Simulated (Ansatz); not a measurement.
Rock-salt LiI was calculated with rVV10 (Ansatz, a first-principles code, PAW).

Run with plane-wave cutoff 520 eV, 10×10×10 k mesh, Fermi–Dirac smearing 0.01 eV, scalar-relativistic PAW data made under PBE.

Computed points:

| V (Å³/atom) | E − E_lowest (meV/atom) |
|---|---|
| 25.326 | 7.74 |
| 25.864 | 3.31 |
| 26.403 | 0.80 |
| 26.942 | 0.00 |
| 27.481 | 0.74 |
| 28.020 | 2.86 |
| 28.559 | 6.23 |

Fit the third-order Birch–Murnaghan equation and give B0 and B′.

V0 = 26.943 Å³/atom, B0 = 22.9 GPa, B′ = 4.4 (fit to the energies at full precision).

Measured, for comparison: bulk modulus 24 GPa (0 K, extrapolated to 0 K; as tabulated in Doll and Stoll (1998), arXiv:cond-mat/9801031). Computed (rounded) less measured: bulk modulus -5 %.

Spin–orbit coupling is not included.

Computed values are for the static lattice.
